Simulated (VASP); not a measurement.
A run of VASP 6.6.1 is set up as follows.

INCAR

```
PREC = Accurate ; ENCUT = 520
EDIFF = 1E-7 ; ISMEAR = 0
SIGMA = 0.05 ; LREAL = False
LASPH = True ; NELM = 100
ALGO = Fast ; ISIF = 2
LWAVE = False ; LCHARG = False
GGA = BO ; LUSE_VDW = True
AGGAC = 0.0 ; PARAM1 = 0.1833333333
PARAM2 = 0.22 ; IBRION = 2
NSW = 40 ; EDIFFG = -0.01
KPAR = 2
```

The input KPOINTS:

```
Automatic mesh
0
Gamma
  12 12 3
```

POSCAR

```
MoS2
1.0
    3.1690000000      0.0000000000      0.0000000000
   -1.5845000000      2.7444345000      0.0000000000
    0.0000000000      0.0000000000     11.7078000000
Mo S
2 4
Direct
    0.3333333300      0.6666666700      0.2500000000
    0.6666666700      0.3333333300      0.7500000000
    0.3333333300      0.6666666700      0.6163157900
    0.6666666700      0.3333333300      0.1163157900
    0.3333333300      0.6666666700      0.8836842100
    0.6666666700      0.3333333300      0.3836842100
```

Potentials or basis: VASP PAW PBE potentials, release 64 (Mo_sv, S).

Command:

```bash
$ cat potpaw_PBE.64/Mo_sv/POTCAR potpaw_PBE.64/S/POTCAR > POTCAR
$ mpirun -np 2 vasp_std > vasp.out
```

Estimate the band gap on the k mesh.

0.60 eV, indirect (least direct gap 1.62 eV).

Estimate the energy gained by relaxing.

0.0 meV/atom.

Final structure:
```
Mo S
1.0
     3.16900    0.00000    0.00000
    -1.58450    2.74443    0.00000
     0.00000    0.00000   11.70780
Mo S
2 4
Direct
  0.33333 0.66667 0.25000
  0.66667 0.33333 0.75000
  0.33333 0.66667 0.61640
  0.66667 0.33333 0.11640
  0.33333 0.66667 0.88360
  0.66667 0.33333 0.38360
```

Caveat: an odd mesh through Γ misses points on the zone boundary, where band edges often lie.

The gap isn't set beside the measured one, since this odd mesh misses points on the zone boundary.
